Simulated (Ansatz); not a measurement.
**CaF2 (fluorite): zero-pressure volume and bulk modulus with PBE + D3(BJ)**

One table from this session's results is given with a row withheld; the runs are named, their logs left out.

Computed with Ansatz 0.2.0 (DFT PBE + D3(BJ), scalar-relativistic, plane waves, PAW, unless a step's input says otherwise).

## The system as given

The structure is cubic, space group Fm-3m (No. 225). Conventional cell: a = 5.462 Å, b = 5.462 Å, c = 5.462 Å, α = 90.00°, β = 90.00°, γ = 90.00°. Ca (site symmetry m-3m) has 8 F at 2.37 Å in its first shell of neighbours. F (site symmetry -43m) has 4 Ca at 2.37 Å in its first shell of neighbours.

Coordinates:

```xyz
3
Lattice="0.0000 2.7312 2.7312 2.7312 0.0000 2.7312 2.7312 2.7312 0.0000" Properties=species:S:1:pos:R:3 pbc="T T T"
Ca    0.0000    0.0000    0.0000
F     1.3656    1.3656    1.3656
F     4.0969    4.0969    4.0969
```

At PBE, an earlier run found 2.18 GPa for this cell of 13.583 Å³/atom (8×8×8 mesh), mesh gap 7.30 eV.

The first run:

The input, input.yaml:

```yaml
crystal:
  lattice:
    - [0.0, 2.7312487411, 2.7312487411]
    - [2.7312487411, 0.0, 2.7312487411]
    - [2.7312487411, 2.7312487411, 0.0]
  atoms:
    - { symbol: Ca, position: [0.0, 0.0, 0.0] }
    - { symbol: F, position: [0.25, 0.25, 0.25] }
    - { symbol: F, position: [0.75, 0.75, 0.75] }
basis:
  ecutwfc: 420
  ecutrho_ratio: 4
kpoints:
  mp_grid: { grid: [8, 8, 8] }
hamiltonian:
  xc: pbe
  dispersion: d3bj
scf:
  occupations: { method: gaussian, width: 0.05 }
output:
  forces: true
  stress: true
  eigenvalues: true
```

The run is started by

```console
ansatz run input.yaml --threads 4 --pin off --max-ram 8192MiB --backend cpu --events-out ev --progress --plain --runs-dir out
```

Steps of the session up to this table: At the given cell; Stepping to 13.637 Å³/atom; Volume × 0.98 of the new zero; Volume × 1.02 of the new zero; Volume × 0.96 of the new zero; Volume × 1.04 of the new zero.

One table of the session follows, with a row left open; its other results are not shown here.

It belongs to the step «Energy and pressure against volume». 

| volume (Å³/atom) | energy (meV/atom) | pressure (GPa) |
| --- | --- | --- |
| 13.092 | 6.01 | 3.63 |
| 13.364 | ? | ? |
| 13.637 | 0.00 | -0.02 |
| 13.910 | 1.37 | -1.56 |
| 14.183 | 5.22 | -2.95 |

**Question.** Estimate the row for volume (Å³/atom) = 13.364.

Worked estimate for «energy (meV/atom)». A straight line through the neighbours (13.092, 6.01) and (13.637, 0.00) gives 6.01 + (0.00 − 6.01) × (13.364 − 13.092) / (13.637 − 13.092) = 3.01; a parabola fitted to 3 rows on both sides gives 1.55.

The run gave: energy (meV/atom): 1.42; pressure (GPa): 1.71. In «energy (meV/atom)» the line misses by +1.59 and the parabola by +0.13.
